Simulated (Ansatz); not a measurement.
**ZrS2: a single-point run**

Wanted: a converged single-point run for ZrS2, and a check of what comes out. The structure is shown as the input types it.

Program: Ansatz 0.2.0. Level of theory: DFT, r2SCAN, PAW with Ansatz's default frozen-core files, scalar-relativistic (as first typed). These are calculated values, not measurements.

### 1 The system as given

The structure is trigonal, space group P-3m1 (No. 164). Conventional cell: a = 3.691 Å, b = 3.691 Å, c = 6.041 Å, α = 90.00°, β = 90.00°, γ = 120.00°. Zr (site symmetry -3m) is surrounded by 6 S at 2.57 Å. S (site symmetry 3m) has 3 Zr at 2.57 Å as nearest neighbours.

Coordinates:

```cif
data_structure
_symmetry_space_group_name_H-M 'P-3m1'
_symmetry_Int_Tables_number 164
_cell_length_a 3.6914
_cell_length_b 3.6914
_cell_length_c 6.0411
_cell_angle_alpha 90.000
_cell_angle_beta 90.000
_cell_angle_gamma 120.000
_cell_volume 71.29
loop_
_atom_site_label
_atom_site_type_symbol
_atom_site_symmetry_multiplicity
_atom_site_Wyckoff_symbol
_atom_site_fract_x
_atom_site_fract_y
_atom_site_fract_z
_atom_site_occupancy
Zr1 Zr 1 a 0.00000 0.00000 0.00000 1
S1 S 2 d 0.66667 0.33333 0.76209 1
```

### 2 The calculation

Contents of input.yaml:

```yaml
crystal:
  lattice:
    - [3.6913825498, 0.0, 0.0]
    - [-1.8456912749, 3.1968310632, 0.0]
    - [0.0, 0.0, 6.04107701]
  atoms:
    - { symbol: Zr, position: [0.0, 0.0, 0.0] }
    - { symbol: S, position: [0.6666666667, 0.3333333333, 0.76209003] }
    - { symbol: S, position: [0.3333333333, 0.6666666667, 0.23790997] }
kpoints:
  mp_grid: { grid: [8, 8, 5] }
  band_path:
    path:
      - [0.0, 0.0, 0.0]
      - [0.5, 0.0, 0.0]
      - [0.3333333333, 0.3333333333, 0.0]
      - [0.0, 0.0, 0.0]
      - [0.0, 0.0, 0.5]
      - [0.5, 0.0, 0.5]
      - [0.3333333333, 0.3333333333, 0.5]
      - [0.0, 0.0, 0.5]
      - [0.5, 0.0, 0.5]
    npoints: 8
scf:
  occupations: { method: fermi_dirac, width: 0.03 }
  convergence: { dr2_threshold: 1.0e-20 }
  max_iter: 100
hamiltonian:
  xc: r2scan
  pseudopotentials: { kind: paw }
output:
  forces: true
  stress: true
  eigenvalues: true
  efg: { contact_densities: true }
  populations: true
```

The run is started by

```sh
$ ansatz run input.yaml --threads 1 --pin off --max-ram 4096MiB --backend cpu --events-out ev --progress --plain --runs-dir out
```

**Question.** How will this run end, and is anything wrong with its input?

The program finished normally, with warnings (gradients without spin orbit). That alone doesn't make the input a sound one.

In the input, scf.convergence.dr2_threshold is 1.0e-20. What could go wrong: threshold needlessly tight. Once met, so tight a threshold does no harm; it costs cycles.

To check: delete scf.convergence.dr2_threshold (the default then holds).
